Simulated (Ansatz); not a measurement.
Wanted: the native input for an Ansatz 0.2.0 run.

| Item | Value |
| --- | --- |
| Task | band structure |
| Functional | PBE |
| Potentials or basis | Ansatz PAW |
| Cutoff | 420 eV (not typed: the program's choice for these potentials) |
| k mesh | 8 × 8 × 7 |
| Occupations | fermi-dirac, width 0.05 eV |
| Spin | no spin polarisation |
| Path | [["G", "M", "K", "G", "A", "L", "H", "A"], ["L", "M"], ["K", "H"]] |
| Points for each segment of the path | 14 |

Crystal: PbS.

```
CELL_PARAMETERS angstrom
4.08970 0.00000 0.00000
-2.04485 3.54178 0.00000
0.00000 0.00000 3.78817
ATOMIC_POSITIONS crystal
Pb 0.00000 0.00000 0.00000
S 0.66667 0.33333 0.50000
```

Measurements of this composition are mostly on another form, of space group No. 225.

One way to write it, as run:

input.yaml

```yaml
crystal:
  lattice:
    - [4.0896976867, 0.0, 0.0]
    - [-2.0448488433, 3.5417820905, 0.0]
    - [0.0, 0.0, 3.788167]
  atoms:
    - { symbol: Pb, position: [0.0, 0.0, 0.0] }
    - { symbol: S, position: [0.6666666667, 0.3333333333, 0.5] }
hamiltonian:
  xc: pbe
  pseudopotentials: { kind: paw }
kpoints:
  mp_grid: { grid: [8, 8, 7] }
  band_path:
    path:
      - [[0.0, 0.0, 0.0], [0.5, 0.0, 0.0], [0.3333333333, 0.3333333333, 0.0], [0.0, 0.0, 0.0], [0.0, 0.0, 0.5], [0.5, 0.0, 0.5], [0.3333333333, 0.3333333333, 0.5], [0.0, 0.0, 0.5]]
      - [[0.5, 0.0, 0.5], [0.5, 0.0, 0.0]]
      - [[0.3333333333, 0.3333333333, 0.0], [0.3333333333, 0.3333333333, 0.5]]
    npoints: 14
scf:
  occupations: { method: fermi_dirac, width: 0.05 }
  n_extra_bands: 6
output:
  forces: true
  stress: true
  eigenvalues: true
  fatbands: true
```

Potentials or basis: Ansatz PAW.

Launch:

```console
$ ansatz run input.yaml --threads 2 --pin off --max-ram 5632MiB --backend cpu --events-out ev --progress --plain --runs-dir out
```

Results of the run:

```yaml
Pressure: 0.0 GPa
Band_gap_along_the_path: none (metal or under the smearing width)
```

Caveat: spin-orbit coupling is left out, which moves the levels of the heavy elements.

Run time: 5.4 s on 2 threads of Intel(R) Xeon(R) Processor @ 2.70GHz (shared host), peak memory 0.37 GiB.
